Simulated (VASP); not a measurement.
A run of VASP 6.6.1 is set up as follows.

Contents of INCAR:

```
SYSTEM = Mo
PREC = Accurate ; ENCUT = 600
EDIFF = 1E-7 ; ISMEAR = -1
SIGMA = 0.05 ; LREAL = .False.
LASPH = .True. ; NELM = 80
ALGO = Normal ; ISIF = 3
LWAVE = .False. ; LCHARG = .False.
GGA = PE ; IBRION = 2
NSW = 40 ; EDIFFG = -0.01
PSTRESS = 300
```

Contents of KPOINTS:

```
Automatic mesh
0
Gamma
  12 12 12
  0 0 0
```

Contents of POSCAR:

```
Mo
1.0
   -1.5838089719      1.5838089719      1.5838089719
    1.5838089719     -1.5838089719      1.5838089719
    1.5838089719      1.5838089719     -1.5838089719
Mo
1
Direct
    0.0000000000      0.0000000000      0.0000000000
```

Potentials or basis: VASP PAW PBE potentials, release 64 (Mo_sv).

The run is started by

```bash
$ cat potpaw_PBE.64/Mo_sv/POTCAR > POTCAR
$ mpirun -np 1 vasp_std > vasp.out
```

(1) What does it give for the relaxed volume?

(2) What does it give for the band gap on the k mesh?

(3) Estimate the relaxed cell.

Answers

(1) 14.39 Å³/atom.

(2) none (metal or under the smearing width).

(3) a = 2.654 Å, b = 2.654 Å, c = 2.654 Å, α = 109.47°, β = 109.47°, γ = 109.47°.

Caveat: the cell is relaxed towards a set pressure, so the enthalpy falls and the energy may rise.
